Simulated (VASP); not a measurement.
Crystal: NaI.

```
Na I
1.0
     0.00000    3.23640    3.23640
     3.23640    0.00000    3.23640
     3.23640    3.23640    0.00000
Na I
1 1
Direct
  0.00000 0.00000 0.00000
  0.50000 0.50000 0.50000
```

- Program: VASP 6.6.1
- Task: relaxation of cell and atoms
- Functional: LDA
- Potentials or basis: VASP PAW LDA potentials, release 64 (Na_pv, I)
- Cutoff: 600 eV
- k mesh: 8 × 8 × 8
- Occupations: gaussian, width 0.03 eV
- Spin: no spin polarisation

At the start: pressure -1.6 GPa; volume 33.90 Å³/atom.

Task: How do energy, volume and symmetry change on relaxing?

Result: Over 4 steps the energy falls by 17.8 meV/atom and the volume is 30.68 Å³/atom (-9.5 %); space group Fm-3m (No. 225, to 0.05 Å).

The path:
| step | energy change (eV) | largest force (eV/Å) | pressure (GPa) | volume (Å³) |
| --- | --- | --- | --- | --- |
| 1 | 0.0000 | 0.0000 | -1.62 | 67.80 |
| 2 | -0.0265 | 0.0000 | -0.91 | 64.50 |
| 3 | -0.0356 | 0.0000 | -0.12 | 61.75 |
| 4 | -0.0357 | 0.0000 | 0.02 | 61.37 |

Final structure:
```yaml
crystal:
  lattice:
    - [0.00000, 3.13066, 3.13066]
    - [3.13066, 0.00000, 3.13066]
    - [3.13066, 3.13066, 0.00000]
  atoms:
    - { symbol: Na, position: [0.00000, 0.00000, 0.00000] }
    - { symbol: I, position: [0.50000, 0.50000, 0.50000] }
```
